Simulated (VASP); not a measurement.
Input of a VASP 6.6.1 run:

Contents of run.py:

```python
from ase import Atoms
from ase.calculators.vasp import Vasp
from ase.dft.dos import DOS

atoms = Atoms(
    ['In'],
    cell=[[-1.619091, 1.647456, 2.45658], [1.592545, -1.668791, 2.453156], [1.619033, 1.668732, -2.4706]],
    scaled_positions=[[0.0, 0.0, 0.0]],
    pbc=True,
)
calc = Vasp(
    directory='calc',
    xc='pbesol',
    pp='PBE',
    setups='gw',
    prec='Accurate',
    encut=550,
    ediff=1e-06,
    ismear=-5,
    sigma=0.05,
    lreal='Auto',
    lasph=True,
    nelm=60,
    algo='Normal',
    isif=2,
    lwave=False,
    lcharg=False,
    lorbit=11,
    kpts=[11, 11, 11],
    gamma=True,
    nbands=18,
)
atoms.calc = calc

print('energy (eV):', atoms.get_potential_energy())
print('free energy (eV):', atoms.get_potential_energy(force_consistent=True))
print('forces (eV/A):')
print(atoms.get_forces())
print('stress (eV/A^3, Voigt):', atoms.get_stress())
print('Fermi level (eV):', calc.get_fermi_level())
dos = DOS(calc, width=0.05, window=(-10, 10), npts=201)
print('E - E_F (eV), DOS (1/eV)')
for e, g in zip(dos.get_energies(), dos.get_dos()):
    print(f'{e:8.3f} {g:10.4f}')
```

Potentials or basis: VASP PAW PBE potentials, release 64 (In_d_GW).

Command:

```bash
$ python run.py
```

Problem. What does it give for the pressure?

Solution. -0.9 GPa.

Problem. Estimate the band gap on the k mesh.

Solution. None (metal or under the smearing width).

States per cell in windows of 1 eV (zero at the Fermi level; states under -8 eV left out):
```csv
from (eV),total,In1_p,In1_s,In1_d,In1_f
-8.0,0.22,0.01,0.08,0.00,0.00
-7.0,0.26,0.02,0.10,0.00,0.00
-6.0,0.31,0.03,0.12,0.01,0.00
-5.0,0.40,0.04,0.17,0.01,0.00
-4.0,0.36,0.03,0.16,0.01,0.00
-3.0,0.34,0.05,0.12,0.01,0.00
-2.0,0.34,0.10,0.05,0.01,0.00
-1.0,0.60,0.18,0.10,0.02,0.00
0.0,0.44,0.13,0.07,0.02,0.00
1.0,0.50,0.16,0.07,0.03,0.00
2.0,0.54,0.19,0.06,0.03,0.00
3.0,0.63,0.24,0.05,0.04,0.01
4.0,0.68,0.28,0.04,0.04,0.01
5.0,0.62,0.27,0.03,0.04,0.01
6.0,0.54,0.25,0.02,0.04,0.01
7.0,0.49,0.22,0.02,0.04,0.01
```

Caveat: the PAW data sets were made with another functional, which shifts forces and pressure a little; tetrahedron occupations give inexact forces and stress in metals.
